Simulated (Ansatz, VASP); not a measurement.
This is a calculation of Au for Ansatz 0.2.0.

input.yaml

```yaml
crystal:
  lattice:
    - [0.0, 2.035, 2.035]
    - [2.035, 0.0, 2.035]
    - [2.035, 2.035, 0.0]
  atoms:
    - { symbol: Au, position: [0.0, 0.0, 0.0] }
hamiltonian:
  xc: pbe
  pseudopotentials: { kind: paw }
  dispersion: d4
kpoints:
  mp_grid: { grid: [11, 11, 11] }
scf:
  occupations: { method: fermi_dirac, width: 0.05 }
output:
  forces: true
  stress: true
relax:
  f_tol: 0.01
  max_steps: 40
  cell: { stress_tol: 0.05 }
```

Potentials or basis: Ansatz PAW.

The run is started by

```sh
$ ansatz run input.yaml --threads 2 --pin off --max-ram 5632MiB --backend cpu --events-out ev --progress --plain --runs-dir out
```

Task: Set up the same calculation for VASP 6.6.1. Potentials there: VASP PAW PBE potentials, release 64 (Au).

Result: As run (the cutoff follows the program's own potentials):

The input INCAR:

```
SYSTEM = Au
ALGO = Fast
EDIFF = 1E-6
EDIFFG = -0.01
ENCUT = 600
GGA = PE
IBRION = 2
ISIF = 3
ISMEAR = -1
IVDW = 13
LASPH = .TRUE.
LCHARG = .FALSE.
LREAL = .FALSE.
LWAVE = .FALSE.
NELM = 60
NSW = 40
PREC = Accurate
SIGMA = 0.05
```

KPOINTS

```
k-points
0
G
  11 11 11
  0 0 0
```

File POSCAR:

```
Au
1.0
    0.0000000000      2.0350000000      2.0350000000
    2.0350000000      0.0000000000      2.0350000000
    2.0350000000      2.0350000000      0.0000000000
Au
1
Direct
    0.0000000000      0.0000000000      0.0000000000
```

Potentials or basis: VASP PAW PBE potentials, release 64 (Au).

Run with:

```console
$ cat potpaw_PBE.64/Au/POTCAR > POTCAR
$ mpirun -np 1 vasp_std > vasp.out
```

Both were run:

|  | VASP | Ansatz | Ansatz less VASP |
| --- | --- | --- | --- |
| relaxed volume (Å³/atom) | 17.29 | 17.32 | +0.025 |
| relaxed cell length with the largest relative difference (Å) | 2.903 | 2.904 | +0.0014 |
| energy change over the relaxation (meV/atom) | -6 | -7 | -0.7 |

The two sets of potentials don't hold the same shells in valence.

Caveats: pairwise dispersion overbinds metals, which lowers pressure and volume (VASP); the plane-wave basis is chosen anew once the cell has moved, so the energies of steps on either side of that aren't comparable (Ansatz). The runs have no spin-orbit coupling, so splittings on Au are missing. Zero-point motion and thermal expansion aren't in these numbers.
